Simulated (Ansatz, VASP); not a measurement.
## Two plane-wave programs on Cu

File POSCAR:

```
Cu
1.0
    2.5674442057      0.0000000000      0.0000000000
   -1.2837215963      2.2234715223      0.0000000000
    0.0000000000      0.0000000000      4.1666899825
Cu
2
Direct
    0.3333333333      0.6666666667      0.2500000000
    0.6666666667      0.3333333333      0.7500000000
```

INCAR.step1

```
SYSTEM = Cu
PREC     = Accurate       ! precision mode
ENCUT    = 520            ! plane-wave cutoff, eV
ISMEAR   = 1              ! smearing method
SIGMA    = 0.05           ! smearing width, eV
LREAL    = .FALSE.        ! projectors in reciprocal space
LASPH    = .TRUE.         ! aspherical terms in the spheres
NELM     = 100            ! most SCF steps
NBANDS   = 18             ! bands
GGA      = PE             ! functional
ALGO     = Normal         ! electronic algorithm
EDIFF    = 1E-4           ! SCF threshold, eV
LWAVE    = .TRUE.         ! write WAVECAR
LCHARG   = .FALSE.        ! write CHGCAR
```

File INCAR.step2:

```
SYSTEM = Cu
PREC     = Accurate       ! precision mode
ENCUT    = 520            ! plane-wave cutoff, eV
EDIFF    = 1E-6           ! SCF threshold, eV
ISMEAR   = 1              ! smearing method
SIGMA    = 0.05           ! smearing width, eV
LREAL    = .FALSE.        ! projectors in reciprocal space
LASPH    = .TRUE.         ! aspherical terms in the spheres
NELM     = 100            ! most SCF steps
ALGO     = Normal         ! electronic algorithm
ISIF     = 2              ! what is computed and relaxed
LWAVE    = .FALSE.        ! write WAVECAR
LCHARG   = .FALSE.        ! write CHGCAR
METAGGA  = R2SCAN         ! meta-GGA
LMIXTAU  = .TRUE.       
NBANDS   = 18             ! bands
ISTART   = 1
```

KPOINTS

```
regular mesh
0
G
  13 13 7
  0 0 0
```

Input for Ansatz:

```yaml
crystal:
  lattice:
    - [2.5674442057424995, 0.0, 0.0]
    - [-1.2837215962915478, 2.2234715223485306, 0.0]
    - [0.0, 0.0, 4.16668998252815]
  atoms:
    - { symbol: Cu, position: [0.3333333333333333, 0.6666666666666666, 0.25] }
    - { symbol: Cu, position: [0.6666666666666666, 0.3333333333333333, 0.75] }
basis:
  ecutwfc: 571.4391111657479
kpoints:
  mp_grid:
    grid: [13, 13, 7]
hamiltonian:
  xc: r2scan
scf:
  occupations:
    method: cold
    width: 0.05
output:
  stress: true
```

This isn't the form of Cu at room conditions, which is fcc.

Alike in both runs: task single point; functional r2SCAN; k mesh 13 × 13 × 7; no spin polarisation.

|  | VASP | Ansatz |
| --- | --- | --- |
| version | VASP 6.6.1 | Ansatz 0.2.0 |
| potentials or method | VASP PAW PBE potentials, release 64 (Cu) | plane waves, PAW |
| plane-wave cutoff (eV) | 520 | 571 |
| occupations | methfessel-paxton of order 1, width 0.05 eV | cold, width 0.05 eV |
| valence electrons in the cell | 22 | 38 |

Ansatz gave:

```
pressure (GPa)                                  : -5.8
largest component of the traceless stress (GPa) : 2.20
```

Task: Which values does VASP return?

Result: Pressure (GPa): -5.1; largest component of the traceless stress (GPa): 2.28.

The two sets of potentials don't hold the same shells in valence.

Caveats: the PAW data sets were made with another functional, which shifts forces and pressure a little (VASP).
